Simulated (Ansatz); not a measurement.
## Ionic part of the dielectric constant of ZrO₂ at 22 GPa, mode by mode

Method: DFT PBE, scalar-relativistic, plane waves, PAW in Ansatz 0.2.0. Cutoff 420 eV, 8×8×8 k-points (Γ-centred), fixed occupations. No spin polarisation. Phonons by linear response, acoustic sum rule imposed.

Symmetry: Fm-3m, No. 225, cubic system. The conventional cell has a = 4.983 Å, b = 4.983 Å, c = 4.983 Å, α = 90.00°, β = 90.00°, γ = 90.00°. Zr (site symmetry m-3m) is surrounded by 8 O at 2.16 Å. O (site symmetry -43m) has 4 Zr at 2.16 Å as nearest neighbours.

Other phases may be more stable at this pressure.

The primitive cell has V = 30.94 Å³ and ε∞,zz = 5.723. Each polar mode adds Δε = (4.92064×10⁷/V)·S/ν² along z, with S its oscillator strength in e²/amu, ν in cm⁻¹ and V in Å³.

Task: From these modes, find each Δε and ε0,zz.
| ν (cm⁻¹) | S_zz (e²/amu) |
| --- | --- |
| 305.6 | 1.402 |

Result:
```
ν (cm⁻¹)     Δε
   305.6  23.88
```

The sum is 23.884, so ε0,zz = 29.61; the run's tensor has 29.61.

Task: Where do the longitudinal modes lie for a wave vector along z?

Result: At 695 cm⁻¹. The Lyddane–Sachs–Teller product Π(ν_LO/ν_TO)² = 5.17 matches ε0/ε∞ = 5.17.

This fluorite-type form isn't the usual stable structure of the compound at low pressure.

Cost: 1 run of about 0.2 core-minutes, on Intel Xeon 6975P-C (Granite Rapids) (shared hosts).